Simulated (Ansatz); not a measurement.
# MgB2: the cost of one run

Program: Ansatz 0.2.0. Level of theory: DFT PBE, scalar-relativistic. These are calculated values, not measurements.

## (1) The structure to begin with

It takes space group P6/mmm (No. 191, hexagonal). The conventional cell has a = 3.085 Å, b = 3.085 Å, c = 3.523 Å, α = 90.00°, β = 90.00°, γ = 120.00°. Mg (site symmetry 6/mmm) has 12 B at 2.51 Å as nearest neighbours. B (site symmetry -6m2) is surrounded by 3 B at 1.78 Å and 6 Mg at 2.51 Å.

Structure file:

```
CELL_PARAMETERS angstrom
3.08500 0.00000 0.00000
-1.54250 2.67169 0.00000
0.00000 0.00000 3.52300
ATOMIC_POSITIONS crystal
Mg 0.00000 0.00000 0.00000
B 0.33333 0.66667 0.50000
B 0.66667 0.33333 0.50000
```

Atoms are numbered in the order of the input: Mg1, B2, B3.

## (2) The deformed structure

Space group P6/mmm before, P6/mmm after.

## (3) LAPW, all electrons

The input, input.yaml:

```yaml
crystal:
  lattice:
    - [3.1467007196, 0.0, 0.0]
    - [-1.5733503599, 2.7251227613, 0.0]
    - [0.0, 0.0, 3.523]
  atoms:
    - { symbol: Mg, position: [0.0, 0.0, 0.0] }
    - { symbol: B, position: [0.3333333333, 0.6666666667, 0.5] }
    - { symbol: B, position: [0.6666666667, 0.3333333333, 0.5] }
kpoints:
  mp_grid: { grid: [12, 12, 9] }
  band_path:
    path:
      - [0.0, 0.0, 0.0]
      - [0.5, 0.0, 0.0]
      - [0.3333333333, 0.3333333333, 0.0]
      - [0.0, 0.0, 0.0]
      - [0.0, 0.0, 0.5]
      - [0.5, 0.0, 0.5]
      - [0.3333333333, 0.3333333333, 0.5]
      - [0.0, 0.0, 0.5]
      - [0.5, 0.0, 0.5]
    npoints: 5
scf:
  occupations: { method: fermi_dirac, width: 0.05 }
hamiltonian:
  xc: pbe
  pseudopotentials: { kind: all_electron, lapw: { basis_error: 0.0005 } }
output:
  forces: true
  stress: true
  eigenvalues: true
```

Launch:

```bash
> ansatz run input.yaml --threads 1 --pin off --max-ram 6144MiB --backend cpu --events-out ev --progress --plain --runs-dir out
```

What time and memory should one allow on 1 thread of Intel Xeon 6975P-C (Granite Rapids), shared host?

About 7.6 s, with a peak of 0.39 GiB.
